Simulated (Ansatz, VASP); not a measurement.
Y: VASP beside Ansatz

```
Y
1.0
     0.00000    2.48500    2.29862
     2.48500    0.00000    2.29862
     2.48500    2.48500    0.00000
Y
1
Direct
  0.00000 0.00000 0.00000
```

Change from the starting cell: strain -0.0750 x Voigt [0, 0, 1, 0, 0, 0], atoms carried along.

Alike in both runs: task single point; functional LDA; k mesh 16 × 16 × 16; occupations gaussian, width 0.15 eV; no spin polarisation.

```csv
,VASP,Ansatz
version,VASP 6.6.1,Ansatz 0.2.0
potentials or method,"VASP PAW LDA potentials, release 64 (Y_sv)","scalar-relativistic, plane waves, PAW"
plane-wave cutoff (eV),520,420
valence electrons in the cell,11,11
```

```tsv
	VASP	Ansatz	Ansatz less VASP
gap on the k mesh at the Fermi level (eV)	none	none	-
pressure (GPa)	1.6	1.8	+0.22
largest component of the traceless stress (GPa)	1.57	1.56	-0.013
```

A gap of «none» marks a metal or a gap that the smearing closes.
